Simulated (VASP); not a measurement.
**Si: electric field gradients with PBE**

Crystal: Si.

```
Si
1.0
     0.00000    0.00000    2.46635
     2.62054    0.00000    0.00000
     0.00000    4.53891    0.00000
Si
2
Direct
  0.86500 0.02041 0.90928
  0.13500 0.47959 0.59072
```

This isn't the form of Si at room conditions, which is diamond.

The cell isn't the ideal one: all atoms moved at random, sigma 0.4 Å a component.

```json
{"Program": "VASP 6.6.1", "Task": "electric field gradients", "Functional": "PBE", "Potentials or basis": "VASP PAW PBE potentials, release 64 (Si)", "Cutoff": "520 eV", "k mesh": "11 × 10 × 6", "Occupations": "gaussian, width 0.02 eV", "Spin": "no spin polarisation", "Further INCAR settings": "ALGO = Normal; EDIFF = 1e-08"}
```

| Property | Result |
| --- | --- |
| Pressure | 42.6 GPa |
| Largest force | 8.111 eV/Å |
| Band gap on the k mesh | none (metal or under the smearing width) |

Forces in eV/Å, atoms in the order of the input:
```
Si  -1.517  7.675 -2.139
Si   1.517 -7.675  2.139
```

Stress tensor (GPa, compression positive):
```
 45.71 -12.05   4.45
-12.05  54.28 -18.59
  4.45 -18.59  27.72
```

Levels at points of the mesh, in eV from the Fermi level:
```
           k point  band 2  band 3  band 4  band 5  band 6  band 7
(0.00, 0.00, 0.00)   -7.46   -5.12    2.64    4.16    5.81    7.41
(0.00, 0.50, 0.00)  -10.50   -2.86   -2.72    0.22    0.70   10.36
(0.00, 0.00, 0.50)   -9.78    0.09    2.78    3.21    4.44    6.25
(0.00, 0.50, 0.50)  -10.25   -4.86   -4.56    4.93    5.57    7.86
```

Electric field gradients, principal values (V/Å²):
```tsv
atom	Vxx	Vyy	Vzz
1 Si	14.684	33.265	-47.949
2 Si	14.684	33.265	-47.949
```

Wall time 90 s on 1 thread of Intel(R) Xeon(R) Platinum 8259CL CPU @ 2.50GHz (Skylake/Cascade Lake), on a shared host, peak memory 0.18 GiB.

Caveat: a pressure of tens of GPa on the cell as given is suspect, and the run, the potentials or the cell itself is likely at fault; forces of over 1 eV/Å show positions far from the minimum, so gaps and moduli don't describe the material at rest.
